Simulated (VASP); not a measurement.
Results of a VASP single-point calculation on MgI$_{2}$ (1T (CdI2) bulk)

POSCAR

```
Mg I
 1.0000000000000000
     4.1572130500175861    0.0000000000000000    0.0000000000000000
    -2.0786065250087931    3.6002521102594174    0.0000000000000000
     0.0000000000000000    0.0000000000000000    6.8733252076808444
 Mg  I
   1   2
Cartesian
  0.0000000000000000 -0.0000000000000000 -0.0000000000000000
 -0.0000000000000001  2.4001680735062787  1.6676205526148902
  2.0786065250087922  1.2000840367531393  5.2057046550659551
```

```json
{
 "gap between bands v and c": "3.33 eV",
 "least direct gap": "3.42 eV",
 "largest force": "0.16 eV/Å"
}
```

Band v is the last that the valence electrons fill when counted band by band, and c is the next. Levels in eV from the top of v:

| point | v−1 | v | c | c+1 |
| --- | --- | --- | --- | --- |
| Γ | -0.09 | 0.00 | 3.42 | 4.59 |
| M | -0.94 | -0.47 | 3.47 | 5.14 |
| K | -1.26 | -1.26 | 3.72 | 7.27 |
| A | -0.19 | -0.19 | 4.44 | 4.66 |
| L | -0.82 | -0.72 | 3.36 | 5.01 |
| H | -0.56 | -0.56 | 4.66 | 5.60 |

Task: Which of these levels of theory gave these results?
A. PBE with spin–orbit coupling
B. PBE
C. r²SCAN
D. LDA
E. HSE06
F. PBEsol
G. PBE0

Result: D.

The INCAR was:

```
ISMEAR = 0
LCHARG = .TRUE.
IBRION = -1
ISIF = 2
LWAVE = .FALSE.
GGA = CA
LREAL = .FALSE.
LELF = .TRUE.
NBANDS = 15
ENCUT = 520
NELM = 120
SIGMA = 0.01
NSW = 0
PREC = Accurate
EDIFF = 1E-7
LASPH = .TRUE.
```
